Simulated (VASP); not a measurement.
NbN, 2 atoms in the cell. It takes space group Fm-3m (No. 225, cubic). The conventional cell has a = 4.377 Å, b = 4.377 Å, c = 4.377 Å, α = 90.00°, β = 90.00°, γ = 90.00°. Nb (site symmetry m-3m) is surrounded by 6 N at 2.19 Å. N (site symmetry m-3m) is surrounded by 6 Nb at 2.19 Å. Measurements of this composition are mostly on another form, of space group No. 194.

| Property | Result |
| --- | --- |
| Program | VASP 6.6.1 |
| Task | relaxation of the atoms |
| Functional | PBEsol |
| Potentials or basis | VASP PAW PBE potentials, release 64 (Nb_sv, N) |
| Cutoff | 600 eV |
| k mesh | 14 × 14 × 14 |
| Occupations | methfessel-paxton, width 0.1 eV |
| Spin | no spin polarisation |
| Further INCAR settings | ALGO = Fast; EDIFF = 1e-07; IBRION = 2; EDIFFG = -0.01; NSW = 40 |

Potentials or basis: VASP PAW PBE potentials, release 64 (Nb_sv, N).

The run is started by

```console
$ cat potpaw_PBE.64/Nb_sv/POTCAR potpaw_PBE.64/N/POTCAR > POTCAR
$ mpirun -np 1 vasp_std > vasp.out
```

Hardware: 1 thread of Intel(R) Xeon(R) Platinum 8488C (Sapphire Rapids), on a shared host.

Task: Estimate the wall time of this run.

Result: Run time: 110 s on 1 thread of Intel(R) Xeon(R) Platinum 8488C (Sapphire Rapids), with other jobs on the host, peak memory 0.18 GiB. Counts: scf iterations 39, k points 104, ion steps 1.
